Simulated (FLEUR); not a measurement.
# PbF2 (Fluorocronite) under changes of volume

One of the cells (17.354 Å³/atom); the others are scaled copies at fixed shape and fractional positions:

```xyz
3
Lattice="0.0000 2.9637 2.9637 2.9637 0.0000 2.9637 2.9637 2.9637 0.0000" Properties=species:S:1:pos:R:3 pbc="T T T"
Pb    0.0000    0.0000    0.0000
F     4.4455    4.4455    4.4455
F     1.4818    1.4818    1.4818
```

* Program: FLEUR MaX-R8.1 (later development tree)
* Functional: PBE
* Potentials or basis: all-electron
* Basis: FLAPW
* Kmax: 4.19 1/bohr
* k mesh: 8 × 8 × 8
* Occupations: fermi-dirac, width 0.05 eV
* Spin: no spin polarisation

```csv
volume (Å³/atom),energy over the lowest point (meV/atom),gap on the mesh (eV)
16.313,39.30,4.39
16.660,?,?
17.007,12.75,4.41
17.354,5.13,4.42
17.701,0.97,4.42
18.048,0.00,4.42
18.395,1.98,4.41
```

What does the run at 16.660 Å³/atom give?

Energy over the lowest point 23.90 meV/atom; gap on the mesh 4.40 eV.

Worked out: A Birch-Murnaghan fit of order 3 (a polynomial in V^(-2/3)) to the other rows has its minimum at 17.98 Å³/atom with B0 = V·E''(V) = 72 GPa (rough, since the energies scatter). It gives 24.04 meV/atom at 16.660 Å³/atom, against the run's 23.90. A parabola through the other rows of the gap, of slope 0.573 eV per unit of ln V there, gives 4.40 eV, against the run's 4.40.

Energies are extrapolated to zero smearing.

Caveats: spin-orbit coupling is left out, which as a rule narrows the gap of such compounds by several tenths of an eV.

A mesh can miss the band edges.
